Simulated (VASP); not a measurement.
# I (Im-3m) in VASP: a series of runs

Runs on I. Level: PBE. Tasks: single point.

Program: VASP 6.6.1. These are calculated values, not measurements. Logs are shortened: lines on timing, memory, paths and dates and some standing lists are left out, and cuts for length are marked.

### Step 1. Starting point

Symmetry: Im-3m, No. 229, cubic system. The conventional cell has a = 4.179 Å, b = 4.179 Å, c = 4.179 Å, α = 90.00°, β = 90.00°, γ = 90.00°. I (site symmetry m-3m) is surrounded by 8 I at 3.62 Å.

The real solid is made of molecules; this cell is a model form.

### Step 2. Single point, PBE

File INCAR:

```
SYSTEM = I
PREC = Accurate
ENCUT = 650
EDIFF = 1E-6
ISMEAR = 0
SIGMA = 0.05
LREAL = .FALSE.
LASPH = .TRUE.
NELM = 100
ALGO = Normal
ISIF = 2
LWAVE = .FALSE.
LCHARG = .FALSE.
GGA = PE
NBANDS = 10
ADDGRID = .FALSE.
```

File KPOINTS:

```
Automatic mesh
0
G
  8 8 8
  0 0 0
```

File POSCAR:

```
I
1.0
   -2.1240960000      2.1667550000      2.1089740000
    2.1114880000     -2.1329730000      2.0625830000
    2.0399160000      2.0487930000     -2.0751920000
I
1
Direct
    0.0126280000     -0.0160290000     -0.0040210000
```

Potentials or basis: VASP PAW PBE potentials, release 64 (I).

On the command line:

```sh
$ cat potpaw_PBE.64/I/POTCAR > POTCAR
$ mpirun -np 1 vasp_std > vasp.out
```

OUTCAR:

```text
SYSTEM = I
   PREC = Accurate
   ENCUT = 650
   EDIFF = 1E-6
   ISMEAR = 0
   LREAL = .FALSE.
   LASPH = .TRUE.
   NELM = 100
   ISIF = 2
   GGA = PE

 Found    260 irreducible k-points:

 Following reciprocal coordinates:
            Coordinates               Weight
  0.000000  0.000000  0.000000      1.000000
  0.125000  0.000000 -0.000000      2.000000
  0.250000  0.000000 -0.000000      2.000000
  0.375000  0.000000  0.000000      2.000000
  0.500000  0.000000 -0.000000      1.000000
 -0.000000  0.125000 -0.000000      2.000000
   k-points           NKPTS =    260   k-points in BZ     NKDIM =    260   number of bands    NBANDS=     10
   number of dos      NEDOS =    301   number of ions     NIONS =      1
   total plane-waves  NPLWV =  28800
   dimension x,y,z NGX =    32 NGY =   30 NGZ =   30
   dimension x,y,z NGXF=    64 NGYF=   60 NGZF=   60
   ions per type =               1
   NGX,Y,Z   is equivalent  to a cutoff of  14.40, 13.70, 14.01 a.u.
   NGXF,Y,Z  is equivalent  to a cutoff of  28.79, 27.39, 28.03 a.u.
 SYSTEM =  I
   PREC   = accura    normal or accurate (medium, high low for compatibility)
   ISTART =      0    job   : 0-new  1-cont  2-samecut
   ICHARG =      2    charge: 1-file 2-atom 10-const
   ISPIN  =      1    spin polarized calculation?
   LNONCOLLINEAR =      F non collinear calculations
   LSORBIT =      F    spin-orbit coupling
   LASPH  =      T    aspherical Exc in radial PAW
   ENCUT  =  650.0 eV  47.77 Ry    6.91 a.u.   7.68  7.57  7.40*2*pi/ulx,y,z
   NELM   =    100;   NELMIN=  2; NELMDL= -5     # of ELM steps
   EDIFF  = 0.1E-05   stopping-criterion for ELM
   LREAL  =      F    real-space projection
   EDIFFG = 0.1E-04   stopping-criterion for IOM
   NSW    =      0    number of steps for IOM
   IBRION =     -1    ionic relax: 0-MD 1-quasi-New 2-CG
   NFREE  =      0    steps in history (QN), initial steepest desc. (CG)
   ISIF   =      2    stress and relaxation
   ISYM   =      2    0-nonsym 1-usesym 2-fastsym
   POTIM  = 0.5000    time-step for ionic-motion
   TEBEG  =    0.0;   TEEND  =   0.0 temperature during run
   PSTRESS=    0.0 pullay stress
   NELECT =       7.0000    total number of electrons
   NUPDOWN=      -1.0000    fix difference up-down
   EMIN   =  10.00;   EMAX   =-10.00  energy-range for DOS
   EFERMI =   0.00;   METHOD = LEGACY
   ISMEAR =     0;   SIGMA  =   0.05  broadening in eV -4-tet -1-fermi 0-gaus
   EFERMI_NEDOS =   21; number of points for ismear=-14 and -15
   IALGO  =     38    algorithm
   IMIX   =      4    mixing-type and parameters
     AMIX     =   0.40;   BMIX     =  1.00
     AMIX_MAG =   1.60;   BMIX_MAG =  1.00
  volume/ion in A,a.u.               =      36.48       246.21
  Fermi-wavevector in a.u.,A,eV,Ry     =   0.944215  1.784308 12.130170  0.891542
  Thomas-Fermi vector in A             =   2.071998
   LORBIT       =      0    0 simple, 1 ext, 2 COOP (PROOUT), +10 PAW based schemes
   GGA     = PE    functional components
   LHFCALC =     F    Hartree Fock is set to
   AEXX    =    0.0000 exact exchange contribution
   IVDW    =     0    specifies the selected vdW correction
   LEPSILON=     F    determine dielectric tensor
   LRPA    =     F    only Hartree local field effects (RPA)
 non-spin polarized calculation
 Gauss-broadening in eV      SIGMA  =   0.05
  energy-cutoff  :      650.00
  volume of cell :       36.48
 maximum number of plane-waves:      1399
   NGX = 15   NGY = 15   NGZ = 15

 number of electron       7.0000000 magnetization

 Free energy of the ion-electron system (eV)
  ---------------------------------------------------
  ext. energy  EPLUGINS =         0.00000000
  ---------------------------------------------------
  free energy    TOTEN  =        -1.05194883 eV

  energy without entropy =       -1.04955713  energy(sigma->0) =       -1.05075298

 E-fermi :   4.0709     XC(G=0):  -8.9184

 val. band max:        4.0608281748   @ k =   0.2500   0.0000   0.5000
 cond. band min:       4.0803694560   @ k =  -0.1250  -0.2500   0.1250
 fundamental gap:      0.0195412812
 Fermi energy:         4.0709317937

 k-point     1 :       0.0000    0.0000    0.0000
  band No.  band energies     occupation
      1      -9.1899      2.00000
      2       4.7320      0.00000
      3       4.8994      0.00000
      4       5.0284      0.00000
      5      10.9149      0.00000
      6      13.6267      0.00000
      7      13.7598      0.00000
      8      14.1658      0.00000
      9      16.0555      0.00000
     10      16.2719      0.00000

 k-point     2 :       0.1250    0.0000   -0.0000
  band No.  band energies     occupation
      1      -9.0352      2.00000
      2       3.8031      2.00000
      3       4.5953      0.00000
      4       4.9295      0.00000
      5      11.6612      0.00000
      6      13.1602      0.00000
      7      13.3987      0.00000
      8      14.7110      0.00000
      9      15.3601      0.00000
     10      15.6742      0.00000

 k-point     3 :       0.2500    0.0000   -0.0000
  band No.  band energies     occupation
      1      -8.6191      2.00000
      2       1.9508      2.00000
      3       4.0509      1.42921
      4       4.8167      0.00000
      5      11.1160      0.00000
      6      12.2549      0.00000
      7      14.5279      0.00000
      8      15.5279      0.00000
      9      16.2687      0.00000
     10      16.7046      0.00000

 k-point     4 :       0.3750    0.0000    0.0000
  band No.  band energies     occupation
      1      -8.1182      2.00000
      2       0.4027      2.00000
      3       3.5908      2.00000
      4       4.7112      0.00000
      5      10.2686      0.00000
      6      11.6318      0.00000
      7      15.9773      0.00000
      8      16.1557      0.00000
      9      17.9484      0.00000
     10      19.2917      0.00000

 k-point     5 :       0.5000    0.0000   -0.0000
  band No.  band energies     occupation
      1      -7.8734      2.00000
      2      -0.2128      2.00000
      3       3.4185      2.00000
      4       4.6672      0.00000
      5       9.9679      0.00000
      6      11.4165      0.00000
      7      16.9306      0.00000
      8      17.2675      0.00000
      9      17.6079      0.00000
     10      18.1945      0.00000

 k-point     6 :      -0.0000    0.1250   -0.0000
  band No.  band energies     occupation
      1      -9.0265      2.00000
      2       3.8789      2.00000
      3       4.5026      0.00000
      4       4.9013      0.00000
      5      11.6551      0.00000
      6      13.1068      0.00000
      7      13.5694      0.00000
      8      14.4843      0.00000
      9      15.3729      0.00000
     10      15.5486      0.00000

 [... further k-points ...]

------------------------ aborting loop because EDIFF is reached ----------------------------------------

  FORCE on cell =-STRESS in cart. coord.  units (eV):
  Direction    XX          YY          ZZ          XY          YZ          ZX
  --------------------------------------------------------------------------------------
  -------------------------------------------------------------------------------------
  Total       -0.0266174     -0.0525524     -0.0760702     -0.3611736      0.0647542     -0.0255309
  in kB       -1.1688694     -2.3077769     -3.3405307    -15.8605039      2.8436046     -1.1211581
  external PRESSURE =      -2.2723923 kB  Pullay stress =       0.0000000 kB

 VOLUME and BASIS-vectors are now :
 -----------------------------------------------------------------------------
  energy-cutoff  :      650.00
  volume of cell :       36.48
      direct lattice vectors                 reciprocal lattice vectors
    -2.124096000  2.166755000  2.108974000     0.005496097  0.235420953  0.237828778
     2.111488000 -2.132973000  2.062583000     0.241671392  0.002899229  0.240425590
     2.039916000  2.048793000 -2.075192000     0.245788549  0.242134979 -0.001217987

 POSITION                                       TOTAL-FORCE (eV/Angst)
 -----------------------------------------------------------------------------------
      4.08253     -0.03087     -0.01069        -0.000000      0.000000      0.000000
 -----------------------------------------------------------------------------------
    total drift:                               -0.000000     -0.000000     -0.000000

  FREE ENERGIE OF THE ION-ELECTRON SYSTEM (eV)
  ---------------------------------------------------
  free  energy   TOTEN  =        -1.0519488290 eV

  energy  without entropy=       -1.0495571337  energy(sigma->0) =       -1.05075298
```

It took 47 s on 1 thread of Intel Xeon Platinum 8488C (Sapphire Rapids), shared host; peak memory 0.26 GiB.

The run converged, but some of its settings lie outside the range that counts as converged, so its numbers aren't taken as properties of the crystal.

Results:

```yaml
Free_energy: -1.0519 eV
Pressure: -0.2 GPa
Band_gap_on_the_k_mesh: none (metal or under the smearing width)
```

Caveat: an odd number of electrons without spin polarisation forces a metal; a magnetic or distorted state may lie lower.

### Step 3. Single point, PBE

This run uses another cell than the first one, of the same volume but with other edges.

INCAR: that of step 2 with these lines changed.

```diff
@@ -2,3 +2,3 @@
 PREC = Accurate
-ENCUT = 650
+ENCUT = 520
 EDIFF = 1E-6
```

File KPOINTS:

```
Automatic mesh
0
G
  9 9 9
  0 0 0
```

File POSCAR:

```
I
1.0
   -2.0893754423      2.0893754423      2.0893754423
    2.0893754423     -2.0893754423      2.0893754423
    2.0893754423      2.0893754423     -2.0893754423
I
1
Direct
    0.0000000000      0.0000000000      0.0000000000
```

Potentials or basis: VASP PAW PBE potentials, release 64 (I).

On the command line:

```sh
$ cat potpaw_PBE.64/I/POTCAR > POTCAR
$ mpirun -np 1 vasp_std > vasp.out
```

OUTCAR:

```text
SYSTEM = I
   PREC = Accurate
   ENCUT = 520
   EDIFF = 1E-6
   ISMEAR = 0
   LREAL = .FALSE.
   LASPH = .TRUE.
   NELM = 100
   ISIF = 2
   GGA = PE

 Found     35 irreducible k-points:

 Following reciprocal coordinates:
            Coordinates               Weight
  0.000000  0.000000  0.000000      1.000000
  0.111111  0.000000  0.000000     12.000000
  0.222222  0.000000  0.000000     12.000000
[... 150 lines left out ...]
      7      13.2048      0.00000
      8      14.7945      0.00000
      9      15.8812      0.00000
     10      16.3676      0.00000

 [... further k-points ...]

------------------------ aborting loop because EDIFF is reached ----------------------------------------

  FORCE on cell =-STRESS in cart. coord.  units (eV):
  Direction    XX          YY          ZZ          XY          YZ          ZX
  --------------------------------------------------------------------------------------
  -------------------------------------------------------------------------------------
  Total       -0.0522807     -0.0522807     -0.0522807      0.0000000      0.0000000     -0.0000000
  in kB       -2.2958431     -2.2958431     -2.2958431      0.0000000      0.0000000     -0.0000000
  external PRESSURE =      -2.2958431 kB  Pullay stress =       0.0000000 kB

 VOLUME and BASIS-vectors are now :
 -----------------------------------------------------------------------------
  energy-cutoff  :      520.00
  volume of cell :       36.48
      direct lattice vectors                 reciprocal lattice vectors
    -2.089375442  2.089375442  2.089375442     0.000000000  0.239305962  0.239305962
     2.089375442 -2.089375442  2.089375442     0.239305962  0.000000000  0.239305962
     2.089375442  2.089375442 -2.089375442     0.239305962  0.239305962  0.000000000

 POSITION                                       TOTAL-FORCE (eV/Angst)
 -----------------------------------------------------------------------------------
      0.00000      0.00000      0.00000        -0.000000      0.000000     -0.000000
 -----------------------------------------------------------------------------------
    total drift:                                0.000000      0.000000      0.000000

  FREE ENERGIE OF THE ION-ELECTRON SYSTEM (eV)
  ---------------------------------------------------
  free  energy   TOTEN  =        -1.0410543039 eV

  energy  without entropy=       -1.0369874029  energy(sigma->0) =       -1.03902085
```

OSZICAR:

```text
N       E                     dE             d eps       ncg     rms          rms(c)
DAV:   1     0.200433423389E+02    0.20043E+02   -0.24537E+03   700   0.498E+02
DAV:   2    -0.208325092035E+00   -0.20252E+02   -0.19910E+02   950   0.833E+01
DAV:   3    -0.103263615788E+01   -0.82431E+00   -0.80105E+00   890   0.169E+01
DAV:   4    -0.103993927916E+01   -0.73031E-02   -0.72834E-02   864   0.191E+00
DAV:   5    -0.104004074975E+01   -0.10147E-03   -0.10147E-03   868   0.208E-01    0.339E+00
DAV:   6    -0.104031603059E+01   -0.27528E-03   -0.15989E-03   796   0.201E-01    0.207E+00
DAV:   7    -0.104105128430E+01   -0.73525E-03   -0.30500E-03   796   0.286E-01    0.105E-01
DAV:   8    -0.104105370608E+01   -0.24218E-05   -0.14198E-04   800   0.582E-02    0.148E-02
DAV:   9    -0.104105430387E+01   -0.59780E-06   -0.30090E-06   870   0.119E-02
   1 F= -.10410543E+01 E0= -.10390209E+01  d E =-.406690E-02
```

Run time: 6.7 s. Hardware: 1 thread of Intel Xeon Platinum 8488C (Sapphire Rapids), shared host; peak memory 0.15 GiB.

These settings aren't checked as converged: the numbers below hold their error.

Results:

* Free energy: -1.0411 eV
* Pressure: -0.2 GPa
* Band gap on the k mesh: none (metal or under the smearing width)

Caveat: an odd number of electrons without spin polarisation forces a metal; a magnetic or distorted state may lie lower.

### Step 4. For comparison

An earlier run on the cell as given: functional PBE; potentials or basis VASP PAW PBE potentials, release 64 (I); cutoff 520 eV; k mesh 9 × 9 × 9; occupations fermi-dirac, width 0.05 eV; no spin polarisation.

- Pressure: -0.2 GPa
- Band gap on the k mesh: none (metal or under the smearing width)
